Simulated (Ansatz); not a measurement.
A run of Ansatz 0.2.0 is set up as follows.

Contents of input.yaml:

```yaml
crystal:
  lattice:
    - [3.1339080219, 0.0, 0.0]
    - [-1.566954011, 2.7140439601, 0.0]
    - [0.0, 0.0, 5.41676772]
  atoms:
    - { symbol: Hf, position: [0.3333333333, 0.6666666667, 0.25] }
    - { symbol: Hf, position: [0.6666666667, 0.3333333333, 0.75] }
    - { symbol: "N", position: [0.0, 0.0, 0.5] }
    - { symbol: "N", position: [0.0, 0.0, 0.0] }
hamiltonian:
  xc: lda
  pseudopotentials: { kind: paw }
kpoints:
  mp_grid: { grid: [10, 10, 5] }
  band_path:
    path:
      - [[0.0, 0.0, 0.0], [0.5, 0.0, 0.0], [0.3333333333, 0.3333333333, 0.0], [0.0, 0.0, 0.0], [0.0, 0.0, 0.5], [0.5, 0.0, 0.5], [0.3333333333, 0.3333333333, 0.5], [0.0, 0.0, 0.5]]
      - [[0.5, 0.0, 0.5], [0.5, 0.0, 0.0]]
      - [[0.3333333333, 0.3333333333, 0.0], [0.3333333333, 0.3333333333, 0.5]]
    npoints: 14
scf:
  occupations: { method: fermi_dirac, width: 0.05 }
  n_extra_bands: 10
output:
  forces: true
  stress: true
  eigenvalues: true
  fatbands: true
```

Potentials or basis: Ansatz PAW.

Command:

```console
$ ansatz run input.yaml --threads 2 --pin off --max-ram 5632MiB --backend cpu --events-out ev --progress --plain --runs-dir out
```

Q: Estimate the band gap on the k mesh.

A: None (metal or under the smearing width).

Q: What does it give for the pressure?

A: -9.0 GPa.

Stress tensor (GPa, compression positive):
```
-8.71  0.00  0.00
 0.00 -8.71  0.00
 0.00  0.00 -9.43
```

Caveat: the pressure holds a Pulay correction of +0.6 GPa for the finite cutoff; spin-orbit coupling is left out, which moves the levels of the heavy elements; the PAW data sets come from PBE, with cores solved anew for the run's functional, which leaves a small shift of forces and pressure.
